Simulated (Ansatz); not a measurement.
# AlAs: the cost of one run

Method: DFT r²SCAN, frozen-core PAW, scalar-relativistic unless said, in Ansatz 0.2.0.

**1. Starting point**

Symmetry: F-43m, No. 216, cubic system. The conventional cell has a = 5.661 Å, b = 5.661 Å, c = 5.661 Å, α = 90.00°, β = 90.00°, γ = 90.00°. Al (site symmetry -43m) is surrounded by 4 As at 2.45 Å. Around As (site symmetry -43m) lie 4 Al at 2.45 Å.

Coordinates:

```cif
data_structure
_symmetry_space_group_name_H-M 'F-43m'
_symmetry_Int_Tables_number 216
_cell_length_a 5.6608
_cell_length_b 5.6608
_cell_length_c 5.6608
_cell_angle_alpha 90.000
_cell_angle_beta 90.000
_cell_angle_gamma 90.000
_cell_volume 181.40
loop_
_atom_site_label
_atom_site_type_symbol
_atom_site_symmetry_multiplicity
_atom_site_Wyckoff_symbol
_atom_site_fract_x
_atom_site_fract_y
_atom_site_fract_z
_atom_site_occupancy
Al1 Al 4 a 0.00000 0.00000 0.00000 1
As1 As 4 c 0.25000 0.25000 0.25000 1
```

Cartesian axes are those of the input's lattice vectors. The structure goes back to a database entry.

**2. Cell and atoms relaxed, PAW**

input.yaml

```yaml
crystal:
  lattice:
    - [0.0, 2.8304, 2.8304]
    - [2.8304, 0.0, 2.8304]
    - [2.8304, 2.8304, 0.0]
  atoms:
    - { symbol: Al, position: [0.0, 0.0, 0.0] }
    - { symbol: As, position: [0.75, 0.75, 0.75] }
kpoints:
  mp_grid: { grid: [10, 10, 10] }
scf:
  occupations: { method: fermi_dirac, width: 0.1 }
hamiltonian:
  xc: r2scan
  pseudopotentials: { kind: paw }
relax:
  f_tol: 0.002
  max_steps: 80
  cell: {}
output:
  forces: true
  stress: true
  write_density: true
  write_potential: true
  elf: true
  volumetric_format: npy
```

The run is started by

```console
$ ansatz run input.yaml --threads 2 --pin off --max-ram 5120MiB --backend cpu --events-out ev --progress --plain --runs-dir out
```

What time and memory should one allow on 2 threads of Arm Neoverse V1, shared host?

About 12 s, with a peak of 0.47 GiB.
